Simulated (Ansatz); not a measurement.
# MoS2: the cost of one run

Program: Ansatz 0.2.0. Level of theory: DFT PBEsol, scalar-relativistic, plane waves, PAW. These are calculated values, not measurements.

9 further runs of the same task are left out: 1 that didn't finish, 8 set aside as unsound or not needed.

**1. Starting point**

It takes space group R3m (No. 160, trigonal). Conventional cell: a = 3.272 Å, b = 3.272 Å, c = 19.696 Å, α = 90.00°, β = 90.00°, γ = 120.00°. Around Mo (site symmetry 3m) lie 6 Se at 2.52 Å. Se (site symmetry 3m) has 3 Mo at 2.52 Å in its first shell of neighbours.

Coordinates:

```cif
data_structure
_symmetry_space_group_name_H-M 'R3m:H'
_symmetry_Int_Tables_number 160
_cell_length_a 3.2721
_cell_length_b 3.2721
_cell_length_c 19.6957
_cell_angle_alpha 90.000
_cell_angle_beta 90.000
_cell_angle_gamma 120.000
_cell_volume 182.62
loop_
_atom_site_label
_atom_site_type_symbol
_atom_site_symmetry_multiplicity
_atom_site_Wyckoff_symbol
_atom_site_fract_x
_atom_site_fract_y
_atom_site_fract_z
_atom_site_occupancy
Mo1 Mo 3 a 0.00000 0.00000 0.33317 1
Se1 Se 3 a 0.66667 0.33333 0.08429 1
Se2 Se 3 a 0.33333 0.66667 0.24877 1
```

This cell was relaxed beforehand with the same method: volume 20.29 Å³/atom, gap on the mesh 0.95 eV.

**2. The film's bulk: MoS2**

Relaxed beforehand at this level: -2223.3893 eV/atom, gap on the mesh 1.01 eV.

```xyz
3
Lattice="0.0000 -1.8147 6.2833 1.5716 0.9073 6.2833 -1.5716 0.9073 6.2833" Properties=species:S:1:pos:R:3 pbc="T T T"
Mo    0.0000    0.0000   12.5672
S     0.0000    0.0000    4.7255
S     0.0000    0.0000    7.8418
```

The bulk reference of MoSe2, the base, comes from a run made before at the same settings: -5249.3451 eV/atom.

**3. The film's bulk on the base's lattice**

The (001) plane of MoS2 is fitted to the (001) plane of MoSe2, a strain of +4.1 % along x and +4.1 % along y; the third vector and the atoms relax.

input.yaml

```yaml
crystal:
  lattice:
    - [3.2720590885, 0.0, 0.0]
    - [-1.6360295442, 2.8336862933, 0.0]
    - [1.6360295442, 0.9445620978, 5.9873557181]
  atoms:
    - { symbol: Mo, position: [0.3333966588, 0.6666983294, 0.9999050119] }
    - { symbol: S, position: [0.5013791476, 0.2506895738, 0.2479312786] }
    - { symbol: S, position: [0.8320241936, 0.4160120968, 0.7519637096] }
basis:
  ecutwfc: 420
kpoints:
  mp_grid: { grid: [9, 9, 5] }
hamiltonian:
  xc: pbesol
scf:
  occupations: { method: gaussian, width: 0.02 }
output:
  forces: true
  stress: true
  eigenvalues: true
relax:
  adjacent_minimum: "off"
  f_tol: 0.01
  max_steps: 50
  cell: { fix: [a, b, gamma], stress_tol: 0.1 }
```

On the command line:

```bash
> ansatz run input.yaml --threads 2 --pin off --max-ram 5120MiB --backend cpu --events-out ev --progress --plain --runs-dir out
```

**Question.** How long does this run take on 2 threads of Intel Xeon Platinum 8488C (Sapphire Rapids), shared host, and how much memory does it need?

About 23 s, with a peak of 0.51 GiB.
